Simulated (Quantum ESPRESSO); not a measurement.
W:

```xyz
1
Lattice="-1.5823 1.5823 1.5823 1.5823 -1.5823 1.5823 1.5823 1.5823 -1.5823" Properties=species:S:1:pos:R:3 pbc="T T T"
W     0.0000    0.0000    0.0000
```

Base run:

```yaml
Program: Quantum ESPRESSO 7.5
Functional: optB88-vdW
Potentials_or_basis: SG15 PBE 1.2
Cutoff: 1020 eV
Density_cutoff: 4082 eV
k_mesh: 12 × 12 × 12
Occupations: fermi-dirac, width 0.05 eV
Spin: no spin polarisation
```

Its results: band gap on the k mesh none (metal or under the smearing width); pressure -2.6 GPa.

Problem. After a change of settings the same cell gave: band gap on the k mesh none (metal or under the smearing width); pressure -5.1 GPa. Which change was it?
A. functional from optB88-vdW to r2SCAN; k mesh from 12 × 12 × 12 to 9 × 9 × 9
B. functional from optB88-vdW to AM05
C. functional from optB88-vdW to SCAN; k mesh from 12 × 12 × 12 to 9 × 9 × 9
D. functional from optB88-vdW to revPBE

Solution. B.

Caveats: the potentials were made for another functional, which shifts forces and pressure; spin-orbit coupling is left out, which moves the levels of the heavy elements.

Runs at the PBE level aren't shown here.
